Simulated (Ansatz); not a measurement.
Runs of Ansatz 0.2.0 on C. It takes space group Fd-3m (No. 227, cubic). Conventional cell: a = 3.567 Å, b = 3.567 Å, c = 3.567 Å, α = 90.00°, β = 90.00°, γ = 90.00°. C (site symmetry -43m) is surrounded by 4 C at 1.54 Å. This isn't the form of C at room conditions, which is graphite.

```csv
task,level,potentials or basis,spin,cell,k mesh,cutoff (eV),smearing,driver,delta,atoms under strain,md,temperature,other keys,mesh quality,gap on the mesh (eV),pressure (GPa),moment (μB),largest force (eV/Å)
single point,BLYP+D3(BJ),Ansatz PAW earlier set,off,"atoms moved at random, drawn with an rms of 0.02 Å",10 × 10 × 10,600,tetrahedron,chain,-,-,-,-,basis.ecutwfc = 600 eV; scf.occupations.width = left out; …,not flagged,3.87,1.5,-,1.33
atomic charges,revPBE+D3(BJ)-ATM,JTH PAW,off,as given,13 × 13 × 13,780,gaussian 0.1 eV,-,-,-,-,-,-,not flagged,4.13,-4.4,-,-
electric field gradients,HSE06+D4,JTH PAW LDA,off,as given,8 × 8 × 8,780,fermi-dirac 0.15 eV,chain,-,-,-,-,-,not flagged,5.28,(b),-,-
electric field gradients,PBE,SSSP efficiency PAW,"non-collinear, antiferromagnetic start",cell strained at random at fixed volume,10 × 10 × 10,612,gaussian 0.05 eV,chain,-,-,-,-,-,not flagged,3.56,2.5,0.00,0.07
single point,PBE+D4,PseudoDojo stringent,"collinear, ferrimagnetic start",as given,13 × 13 × 13,400,tetrahedron,calculator,-,-,-,-,basis.ecutwfc = 29.4 Ry; scf.occupations.width = left out; …,not flagged,3.62,(a),0.00,-
single point,HSE06,Ansatz PAW,off,as given,7 × 7 × 7,420,fixed,calculator,-,-,-,-,crystal.symmetry = detect False,coarse,5.41,-8.2,-,-
```

Q: Fill in the values left out.

A: (a) 0.9; (b) -13.8.

Caveats: some runs use coarse meshes; odd divisions of the mesh miss points on the zone boundary, where band edges often lie, so the gap on the mesh can be too wide (some runs); with tetrahedron occupations forces and stress needn't match the slope of the energy (some runs); the cutoff lies under the one recommended for these potentials (some runs); the PAW data sets were made with another functional, which shifts forces and pressure a little (some runs); the thresholds are loose for stress (some runs); the starting moments weren't kept (some runs); the potentials were made for another functional, which shifts forces and pressure (some runs).

A k mesh can miss the band edges.
